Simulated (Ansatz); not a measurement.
Set up this calculation in Ansatz 0.2.0, as the native input.

```yaml
Task: band structure
Functional: r2SCAN0
Potentials_or_basis: Ansatz PAW
Cutoff: "500 eV (not typed: the program's choice for these potentials)"
k_mesh: 5 × 5 × 5
Occupations: fermi-dirac, width 0.05 eV
Spin: no spin polarisation
Path: "[[\"G\", \"X\", \"W\", \"K\", \"G\", \"L\", \"U\", \"W\", \"L\", \"K\"], [\"U\", \"X\"]]"
Points_for_each_segment_of_the_path: 4
```

The system is MgS (Niningerite).

```
S Mg
1.0
     0.00000    2.60165    2.60165
     2.60165    0.00000    2.60165
     2.60165    2.60165    0.00000
S Mg
1 1
Direct
  0.50000 0.50000 0.50000
  0.00000 0.00000 0.00000
```

The input as run:

input

```
crystal:
  lattice:
    - [0.0, 2.60165, 2.60165]
    - [2.60165, 0.0, 2.60165]
    - [2.60165, 2.60165, 0.0]
  atoms:
    - { symbol: S, position: [0.5, 0.5, 0.5] }
    - { symbol: Mg, position: [0.0, 0.0, 0.0] }
hamiltonian:
  xc: r2scan0
  pseudopotentials: { kind: paw }
kpoints:
  mp_grid: { grid: [5, 5, 5] }
  band_path:
    path:
      - [[0.0, 0.0, 0.0], [0.5, 0.0, 0.5], [0.5, 0.25, 0.75], [0.375, 0.375, 0.75], [0.0, 0.0, 0.0], [0.5, 0.5, 0.5], [0.625, 0.25, 0.625], [0.5, 0.25, 0.75], [0.5, 0.5, 0.5], [0.375, 0.375, 0.75]]
      - [[0.625, 0.25, 0.625], [0.5, 0.0, 0.5]]
    npoints: 4
scf:
  occupations: { method: fermi_dirac, width: 0.05 }
  n_extra_bands: 6
output:
  forces: true
  stress: true
  eigenvalues: true
  fatbands: false
```

Results of the run:

```json
{
  "Pressure": "-0.8 GPa",
  "Band gap along the path": "4.96 eV, indirect (least direct gap 6.10 eV)"
}
```

Caveat: the PAW data sets come from PBE, with cores solved anew for the run's functional, which leaves a small shift of forces and pressure; the thresholds are loose for stress.

Wall time 54 s on 1 × NVIDIA H100 80GB HBM3 with 2 threads of AMD EPYC 7R13 Processor (Zen 3), with other jobs on the host, peak memory 1.6 GiB.
